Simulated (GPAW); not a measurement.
The system is Ge.

```
Ge
1.0
     0.00000    2.82891    2.82891
     2.82891    0.00000    2.82891
     2.82891    2.82891    0.00000
Ge
2
Direct
  0.25000 0.25000 0.25000
  0.00000 0.00000 0.00000
```

Base run:

```yaml
Program: GPAW 26.7.0
Functional: LDA
Potentials_or_basis: PAW data sets generated in the run's folder for this functional
Cutoff: 600 eV
Basis: pw
k_mesh: 8 × 8 × 8
Occupations: fermi-dirac, width 0.05 eV
Spin: no spin polarisation
```

Its results: pressure -1.0 GPa.

The run is repeated on the same cell with these changes: functional from LDA to PBE; band points from 100 to 60. What comes out?

Pressure 3.9 GPa.

Not every run made on this cell is shown here.
